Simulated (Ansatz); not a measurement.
# Calculated ¹⁷⁷Hf nuclear quadrupole resonance for HfO2 at a changed volume

Cell: a COD entry, relaxed with PBE at fixed cell and then changed (volume scaled by 1.02).

Space group P2_1/c (No. 14); a = 5.1519, b = 5.2200, c = 5.3191 Å, β = 99.35°.

```csv
site,Wyckoff,site symmetry,x,y,z
Hf,4e,1,0.2767,0.0419,0.2081
O5,4e,1,0.4466,0.7584,0.4803
O9,4e,1,0.0726,0.3393,0.3389
```

One atom of each set is listed.

All values are calculated (Ansatz; DFT, PBE, plane waves and PAW (field gradients read without the response of the frozen cores, which leaves them typically 4 to 6 % off), scalar-relativistic, 420 eV cutoff, Γ-centred 4×4×4 k-points, Fermi–Dirac smearing 0.02 eV), not measured.

¹⁷⁷Hf: I = 7/2, Q = 3365 mb (year-2017 value). Static lattice, zero field.

(1) The simulated lines lie at 73.6, 133.8, 202.8 MHz. What are |C_Q|, η and |V_zz| at Hf?

Results:

(1) For I = 7/2 and η = 0 the lines are |C_Q|/14 times 1, 2 and 3; η shifts the lowest up most. Here |C_Q| = 949 MHz, η = 0.16 and |V_zz| = 11.66 × 10²¹ V/m². The calculation gives V_zz positive; the lines don't show the sign. The site has 7 O at 2.06–2.26 Å.

Without spin–orbit coupling the gradients at and beside Hf can be off by some per cent, at some sites by more.

The run took 13 s of wall time (13 s of CPU time) and 0.62 GiB at its peak, on 1 thread of Intel Xeon 6975P-C (Granite Rapids) (x86_64; 16 cores open to the job, memory cap 3.0 GiB, no GPU), a shared host with a load of 0.1 a core.
